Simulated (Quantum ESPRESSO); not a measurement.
GaP: band structure with r2SCAN

**Experimental background.**

“Stacking defects in GaP nanowires: Electronic structure and optical properties”, 2018, arxiv:1810.01194 quotes, for a bulk crystal of GaP at 10 K: band gap 2.34 eV (indirect).

GaP:

```
Ga P
1.0
     0.00000    2.72525    2.72525
     2.72525    0.00000    2.72525
     2.72525    2.72525    0.00000
Ga P
1 1
Direct
  0.00000 0.00000 0.00000
  0.75000 0.75000 0.75000
```

| Item | Value |
| --- | --- |
| Program | Quantum ESPRESSO 7.5 |
| Task | band structure |
| Functional | r2SCAN |
| Potentials or basis | SG15 PBE 1.2 |
| Cutoff | 1197 eV |
| Density cutoff | 4789 eV |
| k mesh | 6 × 6 × 6 |
| Occupations | fermi-dirac, width 0.05 eV |
| Spin | no spin polarisation |
| Symmetry | off |
| Mixing beta | 0.5 |
| Most SCF iterations | 120 |
| SCF threshold | 1e-08 Ry |

```json
{
  "Pressure": "-1.6 GPa",
  "Band gap on the k mesh": "1.84 eV, indirect (least direct gap 2.01 eV)",
  "Band gap along the path": "1.83 eV, indirect (least direct gap 2.01 eV)"
}
```

Levels at the corners of the path, in eV from the valence-band top:
| point | band 6 | band 7 | band 8 | band 9 | band 10 | band 11 | band 12 | band 13 |
| --- | --- | --- | --- | --- | --- | --- | --- | --- |
| Γ | -13.15 | 0.00 | 0.00 | 0.00 | 2.01 | 4.10 | 4.10 | 4.10 |
| X | -10.01 | -7.11 | -2.85 | -2.85 | 1.92 | 2.04 | 11.18 | 11.18 |
| W | -9.91 | -6.91 | -3.73 | -3.58 | 5.11 | 5.16 | 6.50 | 6.57 |
| K | -10.05 | -6.90 | -4.11 | -2.40 | 2.44 | 5.15 | 8.74 | 8.78 |
| Γ | -13.15 | 0.00 | 0.00 | 0.00 | 2.01 | 4.10 | 4.10 | 4.10 |
| L | -10.95 | -6.95 | -1.20 | -1.20 | 1.84 | 5.05 | 5.05 | 8.85 |
| U | -10.05 | -6.90 | -4.11 | -2.40 | 2.44 | 5.15 | 8.74 | 8.78 |
| W | -9.91 | -6.91 | -3.73 | -3.58 | 5.11 | 5.16 | 6.50 | 6.57 |
| L | -10.95 | -6.95 | -1.20 | -1.20 | 1.84 | 5.05 | 5.05 | 8.85 |
| K | -10.05 | -6.90 | -4.11 | -2.40 | 2.44 | 5.15 | 8.74 | 8.78 |
| U | -10.05 | -6.90 | -4.11 | -2.40 | 2.44 | 5.15 | 8.74 | 8.78 |
| X | -10.01 | -7.11 | -2.85 | -2.85 | 1.92 | 2.04 | 11.18 | 11.18 |

Run time: 3 min on 4 MPI ranks on Arm Neoverse V1 (shared host), peak memory 0.48 GiB a rank.

Measured gap of GaP: 2.34 eV (indirect; 10 K; quoted in “Stacking defects in GaP nanowires: Electronic structure and optical properties”, 2018, arxiv:1810.01194). This calculation gives 1.83 eV (-0.51 eV). Spin-orbit coupling on Ga is left out. The value is that of r2SCAN, without temperature or zero-point motion.

Caveat: the potentials were made for another functional, which shifts forces and pressure.
